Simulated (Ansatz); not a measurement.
An ordered 8-atom cell of In3GaAs4 on the zincblende lattice (P-4m2) at its r2SCAN geometry, run in the PAW code Ansatz at 2 levels of theory. Values at 0 K without nuclear motion; spin polarisation is off, and the phase may be a hypothetical one.

The r2SCAN input:
```yaml
crystal:
  lattice:
    - [4.2370617339, 0.0, 0.0]
    - [0.0, 4.2370617339, 0.0]
    - [0.0, 0.0, 12.0291060044]
  atoms:
    - { symbol: Ga, position: [0.0, 0.0, 0.0] }
    - { symbol: As, position: [0.0, 0.5, 0.1110217118] }
    - { symbol: In, position: [0.5, 0.5, 0.241226417] }
    - { symbol: As, position: [0.5, 0.0, 0.3705680706] }
    - { symbol: In, position: [0.0, 0.0, 0.5] }
    - { symbol: As, position: [0.0, 0.5, 0.6294319294] }
    - { symbol: In, position: [0.5, 0.5, 0.758773583] }
    - { symbol: As, position: [0.5, 0.0, 0.8889782882] }
kpoints:
  mp_grid: { grid: [6, 6, 2] }
  band_path:
    path:
      - [0.0, 0.0, 0.0]
      - [0.0, 0.5, 0.0]
      - [0.5, 0.5, 0.0]
      - [0.0, 0.0, 0.5]
      - [0.0, 0.5, 0.5]
      - [0.5, 0.5, 0.5]
    npoints: 1
hamiltonian:
  xc: r2scan
scf:
  occupations: { method: fermi_dirac, width: 0.02 }
  n_extra_bands: 6
output:
  forces: true
  stress: true
  eigenvalues: true
```

Main results, then, where recorded, the levels near the gap in eV from the Fermi energy (columns number the bands from 0), one row a point of the path (Γ, X, M, Z, R, A):
```
Crystal: 8 atoms, lattice volume = 215.955 Å³
Symmetry: 8 space group operations
Space group: P-4m2 (ITA 115)
```
```
Basis set: ecut = 500 eV, 5451 PW (Γ)
Bands: 62, of which v1, the nominal top of the filled ones, is band 56 counted from 1 (55 counted from 0)
k-points: 20 of 72
Free energy (F): -40087.125485 eV
Internal energy: -40087.125346 eV  (E = F + TS)
E sigma→0 (E₀):  -40087.125416 eV
Entropy (-TS):   -0.000139 eV (-0.017 meV/atom)
Fermi energy:    7.502202 eV
--- Forces (eV/Å), atoms counted from 1 ---
  atom   1  Ga      0.00000      0.00000      0.00000
  atom   2  As      0.00000      0.00000      0.00030
  atom   3  In      0.00000      0.00000      0.00082
  atom   4  As      0.00000      0.00000      0.00140
  atom   5  In      0.00000      0.00000      0.00000
  atom   6  As      0.00000      0.00000    -0.00140
  atom   7  In      0.00000      0.00000    -0.00082
  atom   8  As      0.00000      0.00000    -0.00030
--- Stress (GPa, compression-positive) ---
       -0.003311       0.000000       0.000000
        0.000000      -0.003311       0.000000
        0.000000       0.000000      -0.012290
  P = ⅓ Tr σ = -0.0063 GPa (-0.063 kbar)
```
```tsv
band_51	band_52	band_53	band_54	band_55	band_56	band_57	band_58
-1.417	-1.417	-0.184	-0.088	-0.088	0.074	1.689	1.836
-1.143	-1.131	-1.053	-0.987	-0.967	0.907	1.262	2.553
-3.063	-2.583	-2.512	-2.512	-2.423	1.731	1.731	2.060
-2.022	-0.727	-0.727	-0.535	-0.535	1.502	1.627	2.105
-2.018	-1.672	-1.038	-0.988	-0.984	1.574	2.191	2.263
-2.865	-2.831	-2.760	-2.760	-2.726	2.633	2.633	2.747
```

The r2SCAN gap is direct at Γ: 0.16 eV.

**Question.** In the first input these blocks are replaced (the band path and keys that only write files left aside):
```yaml
kpoints:
  mp_grid: { grid: [4, 4, 2] }
hamiltonian:
  xc: hse06
```
What comes out?

**Answer.**
```
Basis set: ecut = 420 eV, 4225 PW (Γ)
Bands: 62, of which v1, the nominal top of the filled ones, is band 56 counted from 1 (55 counted from 0)
k-points: 12 of 32
Exchange kernel: α = 0.2500, screened, ω = 0.2079 Å⁻¹, Wigner–Seitz truncation, v(0) = 1041.7294 eV·Å³, q-mesh 4×4×2
hybrid outer 1: dexx = +4.837e-2 eV, tail = 2.89e-4 eV
hybrid outer 2: dexx = +3.672e-6 eV, tail = 8.49e-8 eV, Δε = 7.91e-3 eV, ΔF = 5.13e-3 eV/Å
hybrid outer 3: dexx = +2.940e-9 eV, tail = 2.96e-9 eV, Δε = 6.92e-5 eV, ΔF = 2.37e-5 eV/Å
Free energy (F): -40020.295622 eV
Fermi energy:    7.507570 eV
--- Forces (eV/Å), atoms counted from 1 ---
  atom   1  Ga      0.00000      0.00000      0.00000
  atom   2  As      0.00000      0.00000      0.03591
  atom   3  In      0.00000      0.00000      0.00474
  atom   4  As      0.00000      0.00000      0.00290
  atom   5  In      0.00000      0.00000      0.00000
  atom   6  As      0.00000      0.00000    -0.00290
  atom   7  In      0.00000      0.00000    -0.00474
  atom   8  As      0.00000      0.00000    -0.03591
--- Stress (GPa, compression-positive) ---
        0.330062       0.000000       0.000000
        0.000000       0.330062       0.000000
        0.000000       0.000000      -0.261083
  P = ⅓ Tr σ = 0.1330 GPa (1.330 kbar)
```
```tsv
band_51	band_52	band_53	band_54	band_55	band_56	band_57	band_58
-1.656	-1.656	-0.325	-0.250	-0.250	0.236	1.839	2.060
-1.344	-1.335	-1.276	-1.201	-1.183	1.102	1.438	2.819
-3.379	-2.868	-2.799	-2.799	-2.713	1.857	1.857	2.255
-2.219	-0.917	-0.917	-0.721	-0.721	1.718	1.796	2.273
-2.258	-1.901	-1.262	-1.202	-1.199	1.812	2.408	2.473
-3.171	-3.142	-3.057	-3.057	-3.034	2.799	2.799	2.903
```
The HSE06 gap is direct at Γ: 0.49 eV. The mean stress, +0.1 GPa, is small, and the program warns that its thresholds are loose for a hybrid's stress.

Small level splittings and stresses of the hybrids carry the error of their coarser meshes.

Totals of different functionals can't be compared.

Spin-orbit coupling is left out, which matters wherever the heavy atoms make up the band edges.
